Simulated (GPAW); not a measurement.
# PbS (Galena) (Fm-3m) in GPAW: a series of runs

The runs below take PbS (Galena) through dielectric tensor, one-shot levels on a semilocal density, hybrid scf, with PBE, r2SCAN, r2SCANh.

Program: GPAW 26.7.0. These are calculated values, not measurements. Logs are shortened: lines on timing, memory, paths and dates and some standing lists are left out, and cuts for length are marked. The log counts tension as positive stress, the text compression.

**What was measured.**

From a printed reference work, monograph, for a bulk crystal of PbS at 300 K: high-frequency dielectric constant 17.2.

How close the calculation comes is told below.

**1. Starting point**

It takes space group Fm-3m (No. 225, cubic). The conventional cell has a = 5.931 Å, b = 5.931 Å, c = 5.931 Å, α = 90.00°, β = 90.00°, γ = 90.00°. Pb (site symmetry m-3m) is surrounded by 6 S at 2.97 Å. S (site symmetry m-3m) is surrounded by 6 Pb at 2.97 Å.

**2. Dielectric tensor, PBE**

run.py

```python
import numpy as np
from ase import Atoms
from ase.dft.bandgap import bandgap
from ase.io import write
from gpaw import GPAW, PW
from gpaw.response.df import DielectricFunction

atoms = Atoms(['Pb', 'S'],
              cell=[[0.0, 2.96575, 2.96575],
                    [2.96575, 0.0, 2.96575],
                    [2.96575, 2.96575, 0.0]],
              scaled_positions=[[0.0, 0.0, 0.0],
                                [0.5, 0.5, 0.5]],
              pbc=True)

calc = GPAW(mode=PW(450),
            xc='PBE',
            kpts={'size': (6, 6, 6), 'gamma': True},
            occupations={'name': 'fermi-dirac', 'width': 0.001},
            nbands=19,
            convergence={'density': 1e-06},
            maxiter=150,
            txt='gpaw.txt')
atoms.calc = calc
energy = atoms.get_potential_energy()
calc.write('gs.gpw')
write('result.traj', atoms)
print(f'Energy: {energy:.6f} eV')
print('Fermi level:', round(calc.get_fermi_level(), 4), 'eV')
print(f'Gap: {bandgap(calc)[0]:.4f} eV, direct: {bandgap(calc, direct=True)[0]:.4f} eV')

for size in [(14, 14, 14), (20, 20, 20)]:
    name = 'x'.join(str(n) for n in size)
    dense = calc.fixed_density(kpts={'size': size, 'gamma': True},
                               nbands=32, convergence={'bands': 26},
                               update_fermi_level=True, txt=f'dense-{name}.txt')
    dense.write(f'{name}.gpw', mode='all')
    df = DielectricFunction(f'{name}.gpw', frequencies=np.array([0.0]), hilbert=False, eta=0.001,
                            ecut=80, nbands=26, intraband=False, txt=f'df-{name}.txt')
    for xc in ['RPA', 'LR0.3', 'ALDA']:
        for direction in ['x', 'y', 'z', [0, 1, 1], [1, 0, 1], [1, 1, 0]]:
            e0, e = df.get_macroscopic_dielectric_constant(xc=xc, direction=direction)
            print(f'{name} {xc} {direction}: {e0:.4f} without, {e:.4f} with local fields')
```

Potentials or basis: GPAW PAW data sets (gpaw-data 1.2.1), pw.

Run with:

```
> OMP_NUM_THREADS=1 python run.py
```

gpaw.txt:

```text
__  _  _
 | _ |_)|_||  |
 |__||  | ||/\| - 26.7.0

Input parameters:
  mode=PW(ecut=450.00000000000006),
  convergence={'density': 1e-06},
  kpts=MonkhorstPack(size=(6, 6, 6), gamma=True),
  maxiter=150,
  nbands=19,
  occupations=Occupations(name='fermi-dirac', width=0.001),
  xc=XC(name='PBE')

Diagonalizing LCAO Hamiltonian
Converting LCAO to pw mode

                S

       Pb

Atoms  # Å, Bohr magnetons
|   | symbol |        x |        y |        z |    initial magnetic moments |
|---|--------|----------|----------|----------|-----------------------------|
| 0 |     Pb | 0.000000 | 0.000000 | 0.000000 | ( 0.0000,  0.0000,  0.0000) |
| 1 |      S | 2.965750 | 2.965750 | 2.965750 | ( 0.0000,  0.0000,  0.0000) |

Unit cell  # Å
| periodic |        x |        y |        z |  lengths |    angles |
|----------|----------|----------|----------|----------|-----------|
|      yes | 0.000000 | 2.965750 | 2.965750 | 4.194204 | 60.000000 |
|      yes | 2.965750 | 0.000000 | 2.965750 | 4.194204 | 60.000000 |
|      yes | 2.965750 | 2.965750 | 0.000000 | 4.194204 | 60.000000 |

Number of symmetries: 48
Symmetry operations  # r_c * U_cc + t_c -> r_c
|    | kind |            matrix            |
|----|------|------------------------------|
|  0 |  σ   |  1, 0, 0,  1, 0,-1,  1,-1, 0 |
|  1 |  C2  |  1, 0, 0,  1,-1, 0,  1, 0,-1 |
|  2 |  E   |  1, 0, 0,  0, 1, 0,  0, 0, 1 |
|  3 |  σ   |  1, 0, 0,  0, 0, 1,  0, 1, 0 |
|  4 |  C4  |  1, 0,-1,  1, 0, 0,  1,-1, 0 |
|  5 |  S6  |  1, 0,-1,  1,-1, 0,  1, 0, 0 |
|  6 |  σ   |  1, 0,-1,  0, 1,-1,  0, 0,-1 |
|  7 |  C3  |  1, 0,-1,  0, 0,-1,  0, 1,-1 |
|  8 |  S6  |  1,-1, 0,  1, 0, 0,  1, 0,-1 |
|  9 |  C4  |  1,-1, 0,  1, 0,-1,  1, 0, 0 |
| 10 |  C3  |  1,-1, 0,  0,-1, 1,  0,-1, 0 |
| 11 |  σ   |  1,-1, 0,  0,-1, 0,  0,-1, 1 |
| 12 |  σ   |  0, 1, 0,  1, 0, 0,  0, 0, 1 |
| 13 |  C4  |  0, 1, 0,  0, 1,-1, -1, 1, 0 |
| 14 |  C3  |  0, 1, 0,  0, 0, 1,  1, 0, 0 |
| 15 |  S6  |  0, 1, 0, -1, 1, 0,  0, 1,-1 |
| 16 |  C2  |  0, 1,-1,  1, 0,-1,  0, 0,-1 |
| 17 |  σ   |  0, 1,-1,  0, 1, 0, -1, 1, 0 |
| 18 |  S4  |  0, 1,-1,  0, 0,-1,  1, 0,-1 |
| 19 |  C4  |  0, 1,-1, -1, 1, 0,  0, 1, 0 |
| 20 |  C3  |  0, 0, 1,  1, 0, 0,  0, 1, 0 |
| 21 |  σ   |  0, 0, 1,  0, 1, 0,  1, 0, 0 |
| 22 |  S6  |  0, 0, 1,  0,-1, 1, -1, 0, 1 |
| 23 |  C4  |  0, 0, 1, -1, 0, 1,  0,-1, 1 |
| 24 |  S4  |  0, 0,-1,  1, 0,-1,  0, 1,-1 |
| 25 |  C3  |  0, 0,-1,  0, 1,-1,  1, 0,-1 |
| 26 |  C2  |  0, 0,-1,  0,-1, 0, -1, 0, 0 |
| 27 |  S6  |  0, 0,-1, -1, 0, 0,  0,-1, 0 |
| 28 |  S4  |  0,-1, 1,  1,-1, 0,  0,-1, 0 |
| 29 |  C4  |  0,-1, 1,  0, 0, 1, -1, 0, 1 |
| 30 |  C2  |  0,-1, 1,  0,-1, 0,  1,-1, 0 |
| 31 |  σ   |  0,-1, 1, -1, 0, 1,  0, 0, 1 |
| 32 |  C3  |  0,-1, 0,  1,-1, 0,  0,-1, 1 |
| 33 |  S6  |  0,-1, 0,  0, 0,-1, -1, 0, 0 |
| 34 |  S4  |  0,-1, 0,  0,-1, 1,  1,-1, 0 |
| 35 |  C2  |  0,-1, 0, -1, 0, 0,  0, 0,-1 |
| 36 |  C2  | -1, 1, 0,  0, 1, 0,  0, 1,-1 |
| 37 |  S6  | -1, 1, 0,  0, 1,-1,  0, 1, 0 |
| 38 |  S4  | -1, 1, 0, -1, 0, 1, -1, 0, 0 |
| 39 |  C3  | -1, 1, 0, -1, 0, 0, -1, 0, 1 |
| 40 |  S6  | -1, 0, 1,  0, 0, 1,  0,-1, 1 |
| 41 |  C2  | -1, 0, 1,  0,-1, 1,  0, 0, 1 |
| 42 |  C3  | -1, 0, 1, -1, 1, 0, -1, 0, 0 |
| 43 |  S4  | -1, 0, 1, -1, 0, 0, -1, 1, 0 |
| 44 |  C2  | -1, 0, 0,  0, 0,-1,  0,-1, 0 |
| 45 |  i   | -1, 0, 0,  0,-1, 0,  0, 0,-1 |
| 46 |  σ   | -1, 0, 0, -1, 1, 0, -1, 0, 1 |
| 47 |  C2  | -1, 0, 0, -1, 0, 1, -1, 1, 0 |

BZ-sampling:
  Number of BZ points: 216
  Number of IBZ points: 16

  Monkhorst-Pack size: [6, 6, 6]
  Monkhorst-Pack shift: [0.08333333333333333, 0.08333333333333333, 0.08333333333333333]

K-points  # in reciprocal-cell coordinates
|     |                                coordinates |     weight |
|-----|--------------------------------------------|------------|
|   0 | (  0.00000000,   0.00000000,   0.00000000) | 0.00462963 |
|   1 | (  0.16666667,   0.16666667,   0.00000000) | 0.02777778 |
|   2 | (  0.16666667,   0.16666667,   0.16666667) | 0.03703704 |
|   3 | (  0.33333333,   0.16666667,   0.16666667) | 0.05555556 |
|   4 | (  0.33333333,   0.33333333,  -0.33333333) | 0.05555556 |
|   5 | (  0.33333333,   0.33333333,   0.00000000) | 0.02777778 |
|   6 | (  0.33333333,   0.33333333,   0.16666667) | 0.11111111 |
|   7 | (  0.33333333,   0.33333333,   0.33333333) | 0.03703704 |
|   8 | (  0.50000000,   0.33333333,  -0.33333333) | 0.11111111 |
|   9 | (  0.50000000,   0.33333333,  -0.16666667) | 0.05555556 |
| ... |                                            |            |
|  15 | (  0.50000000,   0.50000000,   0.50000000) | 0.01851852 |

Plane wave coefficients: 1158
Cutoff: 450.00000000000006 eV

Spin-components: 1 (collinear spins)
Bands:           19
Projectors:      11
Spin-degeneracy: 2
Datatype:        complex128

Density:
  Valence electrons: 20.0
  Components: 1
  Grid points: [21 21 21]
  Charge: 0.0  # |e|

Potential:
  Grid points: [21 21 21]

species:
  Pb:
    name:    Lead
    Z:       82.0
    valence: 14
    core:    68
    charge:  0.0  # [|e|]
    compensation charges:
      type: gauss
      rc: 0.38  # [Å]
      lmax: 2
    cutoffs:
      filter: 2.36  # [Å]
      core: 2.43  # [Å]
    projectors
    | kind |    occ | energy [eV] | rcut [Å] |
    |------|--------|-------------|----------|
    |   6s |  2.000 |     -11.969 |    1.259 |
    |   6p |  2.000 |      -3.506 |    1.275 |
    |   5d | 10.000 |     -21.211 |    1.217 |
    |    s |        |      15.243 |    1.259 |
    |    p |        |      23.705 |    1.275 |
    |    d |        |       6.001 |    1.217 |

    Using partial waves for Pb as LCAO basis

  S:
    name:    Sulfur
    Z:       16.0
    valence: 6
    core:    10
    charge:  0.0  # [|e|]
    compensation charges:
      type: gauss
      rc: 0.24  # [Å]
      lmax: 2
    cutoffs:
      filter: 1.77  # [Å]
      core: 1.66  # [Å]
    projectors
    | kind |    occ | energy [eV] | rcut [Å] |
    |------|--------|-------------|----------|
    |   3s |  2.000 |     -17.254 |    0.974 |
    |   3p |  4.000 |      -7.008 |    0.979 |
    |    s |        |       9.957 |    0.974 |
    |    p |        |      20.203 |    0.979 |
    |    d |        |       0.000 |    0.900 |

    Using partial waves for S as LCAO basis

Reference energy: -578132.083262  # eV

eigensolver:
  PPCG
  Converge bands: occupied
  niter=2

density mixing:
  MSR1-Mixer
  Pratt-step length: 0.05
  Maximum mixing coefficient: 0.75
  Old densities: 10
  SVD Regularization: 0.005
  Good broyden scale: 1.0
  Trust region scale: 1.0
  Backstep threshold: 4.0
  History deletion threshold: 6.0
  Fourier metric: weight=20.0, sigma=0.015

occupation numbers:
  Fermi-Dirac:
    width: 0.0010  # eV

poisson solver:
  ecut: 3600.0000000000005  # eV

xc functional:
  name: PBE with 2 nearest neighbor stencil

convergence criteria:
- Maximum integral of absolute [dens]ity change: 1e-06 electrons / valence electron
- Maximum [total energy] change in last 3 cyles: 0.0005 eV / valence electron
- Maximum integral of absolute [eigenst]ate change: 4e-08 eV^2 / valence electron
maximum number of iterations: 150

SCF iterations
|iter     | |      energy | eigst |  dens |
|---------|-|-------------|-------|-------|
|iter:   1| |   -9.378005 | -0.20 |       |
|iter:   2| |   -9.269502 | -2.03 | -1.16 |
|iter:   3| |   -8.943199 | -1.64 | -1.21 |
|iter:   4| |   -8.945225 | -3.80 | -1.81 |
|iter:   5| |   -8.946286c| -4.29 | -2.16 |
|iter:   6| |   -8.946322c| -5.65 | -3.15 |
|iter:   7| |   -8.946327c| -6.70 | -3.63 |
|iter:   8| |   -8.946327c| -7.68c| -4.45 |
|iter:   9| |   -8.946327c| -7.71c| -5.19 |
|iter:  10| |   -8.946327c| -8.76c| -5.60 |
|iter:  11| |   -8.946327c| -9.14c| -6.51c|

Converged in 11 steps
Energy contributions relative to reference atoms: (reference = -578132.083262)

Energy contributions:
  Kinetic:          18.865154
  Coulomb:         -19.190834
  Zero:              0.032367
  External:          0.000000
  Xc:               -8.653014
  Entropy:          -0.000000
  Spinorbit:         0.000000
  ----------------------------
  Free energy:      -8.946327
  Extrapolated:     -8.946327

dipole moment: (-25.076522, -25.076522, -25.076522)  # |e|*Ang

Fermi level: 6.338
Eigenvalues  # (at kpt = [0.000, 0.000, 0.000])
| band index |      eig [eV] | occ [0-2] |
|------------|---------------|-----------|
|          0 |       -10.578 |     2.000 |
|        ... |               |           |
|          2 |       -10.578 |     2.000 |
|          3 |       -10.568 |     2.000 |
|          4 |       -10.568 |     2.000 |
|          5 |        -7.358 |     2.000 |
|          6 |         0.259 |     2.000 |
|          7 |         4.049 |     2.000 |
[... 9 lines left out ...]
|         17 |        15.284 |     0.000 |
|         18 |        15.284 |     0.000 |

Gap: 0.312 eV
Transition (v -> c):
  (s=0, k=15, n=9, [0.50, 0.50, 0.50]) -> (s=0, k=15, n=10, [0.50, 0.50, 0.50])
No difference between direct/indirect transitions
# Writing to gs.gpw (mode='')
```

Run time: 6.5 min. Hardware: 1 thread of Intel Xeon Platinum 8259CL at 2.50GHz (Skylake/Cascade Lake), shared host; peak memory 1.3 GiB.

What came out:

* Free energy: -8.9463 eV
* Band gap on the k mesh: 0.31 eV, direct
* Electronic dielectric tensor (diagonal): 17.24

Electronic dielectric tensor:
```
17.24  0.00  0.00
 0.00 17.24  0.00
 0.00  0.00 17.24
```

Caveat: the dielectric constant isn't converged in the k mesh; the gap is small at this level, which inflates the dielectric constant; the long-wavelength limit can be off by a per cent or two; spin-orbit coupling is left out, which as a rule narrows the gap of such compounds by several tenths of an eV.

(Continued in part 2 of 2.)
